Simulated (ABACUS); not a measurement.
The system is TiO2 (Anatase).

```
Ti O
1.0
    -1.89210    1.89210    4.75730
     1.89210   -1.89210    4.75730
     1.89210    1.89210   -4.75730
Ti O
2 4
Direct
  0.75000 0.25000 0.50000
  0.00000 0.00000 0.00000
  0.79190 0.79190 0.00000
  0.54190 0.04190 0.50000
  0.95810 0.45810 0.50000
  0.20810 0.20810 0.00000
```

| Quantity | Value |
| --- | --- |
| Program | ABACUS 3.10.1 |
| Task | single point |
| Functional | PBEsol |
| Potentials or basis | PseudoDojo NC SR 0.4.1 PBEsol standard |
| Cutoff | 1143 eV |
| Density cutoff | 4572 eV |
| Basis | plane waves |
| k mesh | 10 × 10 × 10 |
| Occupations | fermi-dirac, width 0.05 eV |
| Spin | no spin polarisation |

On this cell: pressure -1.6 GPa; largest force 0.030 eV/Å; band gap on the k mesh 2.11 eV, indirect (least direct gap 2.45 eV).

The same run follows on a disturbed copy (atoms moved at random, drawn with an rms of 0.05 Å):

```
Ti O
1.0
    -1.89210    1.89210    4.75730
     1.89210   -1.89210    4.75730
     1.89210    1.89210   -4.75730
Ti O
2 4
Direct
  0.74925 0.24974 0.49428
  0.00300 0.99677 0.00022
  0.78263 0.79509 0.99737
  0.54145 0.03977 0.50117
  0.95029 0.44987 0.47609
  0.21551 0.20969 0.00559
```

Task: What does the disturbed cell give?

Result: The energy moves by +9.7 meV/atom; pressure -2.4 GPa; largest force 0.912 eV/Å; band gap on the k mesh 2.04 eV, indirect (least direct gap 2.43 eV).

Forces on the atoms (eV/Å):
```
Ti   0.038  0.032 -0.326
Ti  -0.052 -0.025  0.264
O   -0.603  0.242  0.345
O   -0.153 -0.088  0.363
O    0.744  0.222 -0.478
O    0.027 -0.384 -0.167
```

Stress tensor (GPa, compression positive):
```
-0.06 -0.02  1.23
-0.02 -2.94 -0.17
 1.23 -0.17 -4.32
```

Caveats: there are fewer bands than atomic start orbitals, so a level may be missed at k points of high symmetry.

A k mesh can miss the band edges.
